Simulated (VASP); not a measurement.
# HfN (F-43m) in VASP: a series of runs

One crystal, HfN, is run at these levels: PBEsol; tasks: single point.

Everything below comes from runs of VASP 6.6.1. Logs are shortened: lines on timing, memory, paths and dates and some standing lists are left out, and cuts for length are marked.

**1. Starting point**

The structure is cubic, space group F-43m (No. 216). The conventional cell has a = 4.910 Å, b = 4.910 Å, c = 4.910 Å, α = 90.00°, β = 90.00°, γ = 90.00°. Hf (site symmetry -43m) has 4 N at 2.13 Å as nearest neighbours. N (site symmetry -43m) is surrounded by 4 Hf at 2.13 Å.

The cell comes from a database or a generator and needn't be the stable form of this composition.

**2. Single point, PBEsol**

INCAR

```
SYSTEM = HfN
PREC = Accurate ; ENCUT = 460
EDIFF = 1E-7 ; ISMEAR = 0
SIGMA = 0.01 ; LREAL = .False.
LASPH = .True. ; NELM = 100
ALGO = Normal ; ISIF = 2
LWAVE = .False. ; LCHARG = .False.
GGA = PS ; ADDGRID = .False.
```

KPOINTS

```
Automatic mesh
0
Gamma
  5 5 5
  0 0 0
```

POSCAR

```
HfN
1.0
    0.0000000000      2.4548220000      2.4548220000
    2.4548220000      0.0000000000      2.4548220000
    2.4548220000      2.4548220000      0.0000000000
Hf N
1 1
Direct
    0.0013890000     -0.0035870000      0.0084710000
    0.2560200000      0.2829830000      0.2320270000
```

Potentials or basis: VASP PAW PBE potentials, release 64 (Hf_pv, N).

Run with:

```bash
cat potpaw_PBE.64/Hf_pv/POTCAR potpaw_PBE.64/N/POTCAR > POTCAR
mpirun -np 1 vasp_std > vasp.out
```

OUTCAR:

```text
SYSTEM = HfN
   PREC = Accurate
   ENCUT = 460
   EDIFF = 1E-7
   ISMEAR = 0
   LREAL = .False.
   LASPH = .True.
   NELM = 100
   ISIF = 2
   GGA = PS

 Found     63 irreducible k-points:

 Following reciprocal coordinates:
            Coordinates               Weight
  0.000000  0.000000  0.000000      1.000000
  0.200000  0.000000  0.000000      2.000000
  0.000000  0.200000  0.000000      2.000000
  0.000000  0.000000  0.200000      2.000000
  0.200000  0.200000  0.200000      2.000000
  0.400000  0.000000  0.000000      2.000000
   k-points           NKPTS =     63   k-points in BZ     NKDIM =     63   number of bands    NBANDS=     11
   number of dos      NEDOS =    301   number of ions     NIONS =      2
   total plane-waves  NPLWV =  13824
   dimension x,y,z NGX =    24 NGY =   24 NGZ =   24
   dimension x,y,z NGXF=    48 NGYF=   48 NGZF=   48
   ions per type =               1   1
   NGX,Y,Z   is equivalent  to a cutoff of  11.49, 11.49, 11.49 a.u.
   NGXF,Y,Z  is equivalent  to a cutoff of  22.99, 22.99, 22.99 a.u.
 SYSTEM =  HfN
   PREC   = accura    normal or accurate (medium, high low for compatibility)
   ISTART =      0    job   : 0-new  1-cont  2-samecut
   ICHARG =      2    charge: 1-file 2-atom 10-const
   ISPIN  =      1    spin polarized calculation?
   LNONCOLLINEAR =      F non collinear calculations
   LSORBIT =      F    spin-orbit coupling
   LASPH  =      T    aspherical Exc in radial PAW
   ENCUT  =  460.0 eV  33.81 Ry    5.81 a.u.   6.07  6.07  6.07*2*pi/ulx,y,z
   NELM   =    100;   NELMIN=  2; NELMDL= -5     # of ELM steps
   EDIFF  = 0.1E-06   stopping-criterion for ELM
   LREAL  =      F    real-space projection
   EDIFFG = 0.1E-05   stopping-criterion for IOM
   NSW    =      0    number of steps for IOM
   IBRION =     -1    ionic relax: 0-MD 1-quasi-New 2-CG
   NFREE  =      0    steps in history (QN), initial steepest desc. (CG)
   ISIF   =      2    stress and relaxation
   ISYM   =      2    0-nonsym 1-usesym 2-fastsym
   POTIM  = 0.5000    time-step for ionic-motion
   TEBEG  =    0.0;   TEEND  =   0.0 temperature during run
   PSTRESS=    0.0 pullay stress
   NELECT =      15.0000    total number of electrons
   NUPDOWN=      -1.0000    fix difference up-down
   EMIN   =  10.00;   EMAX   =-10.00  energy-range for DOS
   EFERMI =   0.00;   METHOD = LEGACY
   ISMEAR =     0;   SIGMA  =   0.01  broadening in eV -4-tet -1-fermi 0-gaus
   EFERMI_NEDOS =   21; number of points for ismear=-14 and -15
   IALGO  =     38    algorithm
   IMIX   =      4    mixing-type and parameters
     AMIX     =   0.40;   BMIX     =  1.00
     AMIX_MAG =   1.60;   BMIX_MAG =  1.00
  volume/ion in A,a.u.               =      14.79        99.83
  Fermi-wavevector in a.u.,A,eV,Ry     =   1.305395  2.466839 23.185087  1.704056
  Thomas-Fermi vector in A             =   2.436267
   LORBIT       =      0    0 simple, 1 ext, 2 COOP (PROOUT), +10 PAW based schemes
   GGA     = PS    functional components
   LHFCALC =     F    Hartree Fock is set to
   AEXX    =    0.0000 exact exchange contribution
   IVDW    =     0    specifies the selected vdW correction
   LEPSILON=     F    determine dielectric tensor
   LRPA    =     F    only Hartree local field effects (RPA)
 non-spin polarized calculation
 Gauss-broadening in eV      SIGMA  =   0.01
  energy-cutoff  :      460.00
  volume of cell :       29.59
 maximum number of plane-waves:       678
   NGX = 13   NGY = 13   NGZ = 13

 number of electron      15.0000000 magnetization

 Free energy of the ion-electron system (eV)
  ---------------------------------------------------
  ext. energy  EPLUGINS =         0.00000000
  ---------------------------------------------------
  free energy    TOTEN  =       -22.14348226 eV

  energy without entropy =      -22.14341022  energy(sigma->0) =      -22.14344624

 E-fermi :   5.6118     XC(G=0): -11.3928

 val. band max:        5.6070372121   @ k =   0.2000  -0.2000  -0.2000
 cond. band min:       5.6646284218   @ k =   0.4000   0.4000   0.2000
 fundamental gap:      0.0575912097
 Fermi energy:         5.6118110189

 k-point     1 :       0.0000    0.0000    0.0000
  band No.  band energies     occupation
      1     -25.4486      2.00000
      2     -25.4443      2.00000
      3     -25.4406      2.00000
      4     -10.4967      2.00000
      5       0.0106      2.00000
      6       0.1551      2.00000
      7       0.3176      2.00000
      8       4.8445      2.00000
      9       7.7801      0.00000
     10       7.7970      0.00000
     11      11.5633      0.00000

 k-point     2 :       0.2000    0.0000    0.0000
  band No.  band energies     occupation
      1     -25.6157      2.00000
      2     -25.4717      2.00000
      3     -25.4621      2.00000
      4     -10.0654      2.00000
      5      -0.4211      2.00000
      6       0.3907      2.00000
      7       0.4784      2.00000
      8       6.3991      0.00000
      9       7.4096      0.00000
     10       7.4763      0.00000
     11      11.4878      0.00000

 k-point     3 :       0.0000    0.2000    0.0000
  band No.  band energies     occupation
      1     -25.6305      2.00000
      2     -25.4682      2.00000
      3     -25.4632      2.00000
      4     -10.0147      2.00000
      5      -0.4934      2.00000
      6       0.5100      2.00000
      7       0.5835      2.00000
      8       6.3584      0.00000
      9       7.2811      0.00000
     10       7.3289      0.00000
     11      11.9329      0.00000

 k-point     4 :       0.0000    0.0000    0.2000
  band No.  band energies     occupation
      1     -25.6024      2.00000
      2     -25.4703      2.00000
      3     -25.4646      2.00000
      4     -10.1156      2.00000
      5      -0.3027      2.00000
      6       0.2872      2.00000
      7       0.3215      2.00000
      8       6.5499      0.00000
      9       7.4795      0.00000
     10       7.5680      0.00000
     11      10.9794      0.00000

 k-point     5 :       0.2000    0.2000    0.2000
  band No.  band energies     occupation
      1     -25.6112      2.00000
      2     -25.4695      2.00000
      3     -25.4611      2.00000
      4     -10.0970      2.00000
      5      -0.3571      2.00000
      6       0.3232      2.00000
      7       0.3957      2.00000
      8       6.4807      0.00000
      9       7.4286      0.00000
     10       7.5671      0.00000
     11      11.1568      0.00000

 k-point     6 :       0.4000    0.0000    0.0000
  band No.  band energies     occupation
      1     -25.8791      2.00000
      2     -25.5096      2.00000
      3     -25.4952      2.00000
      4      -9.4490      2.00000
      5      -0.2915      2.00000
      6       0.6219      2.00000
      7       0.8663      2.00000
      8       7.2404      0.00000
      9       7.6231      0.00000
     10       8.2480      0.00000
     11       9.9995      0.00000

 [... further k-points ...]
[... 5 lines left out ...]
  --------------------------------------------------------------------------------------
  -------------------------------------------------------------------------------------
  Total       -0.8584851     -0.8495856     -0.8941338     -0.9369936     -0.3770868      0.5882287
  in kB      -46.4893356    -46.0074036    -48.4198088    -50.7407856    -20.4202901     31.8542040
  external PRESSURE =     -46.9721826 kB  Pullay stress =       0.0000000 kB

 VOLUME and BASIS-vectors are now :
 -----------------------------------------------------------------------------
  energy-cutoff  :      460.00
  volume of cell :       29.59
      direct lattice vectors                 reciprocal lattice vectors
     0.000000000  2.454822000  2.454822000    -0.203680756  0.203680756  0.203680756
     2.454822000  0.000000000  2.454822000     0.203680756 -0.203680756  0.203680756
     2.454822000  2.454822000  0.000000000     0.203680756  0.203680756 -0.203680756

 POSITION                                       TOTAL-FORCE (eV/Angst)
 -----------------------------------------------------------------------------------
      2.46681      0.02420      2.44943         0.333220     -0.621101      0.827470
      1.26426      1.19807      1.32316        -0.333220      0.621101     -0.827470
 -----------------------------------------------------------------------------------
    total drift:                               -0.000003      0.000151     -0.000022

  FREE ENERGIE OF THE ION-ELECTRON SYSTEM (eV)
  ---------------------------------------------------
  free  energy   TOTEN  =       -22.1434822629 eV

  energy  without entropy=      -22.1434102175  energy(sigma->0) =      -22.14344624
```

Run time: 6.3 s. Hardware: 1 thread of Intel Xeon 6975P-C (Granite Rapids), shared host; peak memory 0.14 GiB.

The run converged, but some of its settings lie outside the range that counts as converged, so its numbers aren't taken as properties of the crystal.

Results:

| Property | Result |
| --- | --- |
| Free energy | -22.1435 eV |
| Pressure | -4.7 GPa |
| Largest force | 1.087 eV/Å |
| Band gap on the k mesh | none (metal or under the smearing width) |

Caveat: the k mesh is coarse (spacing up to 0.44 Å⁻¹), so the values aren't converged; the cutoff is under 1.25 times the usual one of these potentials, so pressure, stress and relaxed cells hold a basis-set (Pulay) error; the PAW data sets were made with another functional, which shifts forces and pressure a little.

**3. Single point, PBEsol**

INCAR

```
SYSTEM = HfN
PREC = Low ; ENCUT = 460
EDIFF = 1E-7 ; ISMEAR = 0
SIGMA = 0.05 ; LREAL = .False.
LASPH = .True. ; NELM = 100
ALGO = Normal ; ISIF = 2
LWAVE = .False. ; LCHARG = .False.
GGA = PS ; ADDGRID = .False.
```

KPOINTS is that of step 2.

POSCAR

```
HfN
1.0
    0.0000000000      2.4548220000      2.4548220000
    2.4548220000      0.0000000000      2.4548220000
    2.4548220000      2.4548220000      0.0000000000
Hf N
1 1
Direct
    0.0000000000      0.0000000000      0.0000000000
    0.2500000000      0.2500000000      0.2500000000
```

Potentials or basis: VASP PAW PBE potentials, release 64 (Hf_pv, N).

Run with:

```bash
cat potpaw_PBE.64/Hf_pv/POTCAR potpaw_PBE.64/N/POTCAR > POTCAR
mpirun -np 1 vasp_std > vasp.out
```

It took 2.5 s on 1 thread of Intel Xeon 6975P-C (Granite Rapids), shared host; peak memory 0.1 GiB.

These settings aren't checked as converged: the numbers below hold their error.

What came out:

```
Free energy            : -22.1875 eV
Pressure               : -6.1 GPa
Band gap on the k mesh : none (metal or under the smearing width)
```

Caveat: the k mesh is coarse (spacing up to 0.44 Å⁻¹), so the values aren't converged; the cutoff is under 1.25 times the usual one of these potentials, so pressure, stress and relaxed cells hold a basis-set (Pulay) error; the PAW data sets were made with another functional, which shifts forces and pressure a little.

**4. Single point, PBEsol**

INCAR is that of step 3.

KPOINTS is that of step 3.

POSCAR

```
HfN
1.0
    0.0000000000      2.4548220000      2.4548220000
    2.4548220000      0.0000000000      2.4548220000
    2.4548220000      2.4548220000      0.0000000000
Hf N
1 1
Direct
    0.0013890000     -0.0035870000      0.0084710000
    0.2560200000      0.2829830000      0.2320270000
```

Run with:

```bash
cat potpaw_PBE.64/Hf_pv/POTCAR potpaw_PBE.64/N/POTCAR > POTCAR
mpirun -np 1 vasp_std > vasp.out
```

Run time: 5 s. Hardware: 1 thread of Intel Xeon 6975P-C (Granite Rapids), shared host; peak memory 0.12 GiB.

These settings aren't checked as converged: the numbers below hold their error.

Results:

```
Free energy            : -22.1451 eV
Pressure               : -4.7 GPa
Largest force          : 1.089 eV/Å
Band gap on the k mesh : none (metal or under the smearing width)
```

Caveat: the k mesh is coarse (spacing up to 0.44 Å⁻¹), so the values aren't converged; the cutoff is under 1.25 times the usual one of these potentials, so pressure, stress and relaxed cells hold a basis-set (Pulay) error; the PAW data sets were made with another functional, which shifts forces and pressure a little.
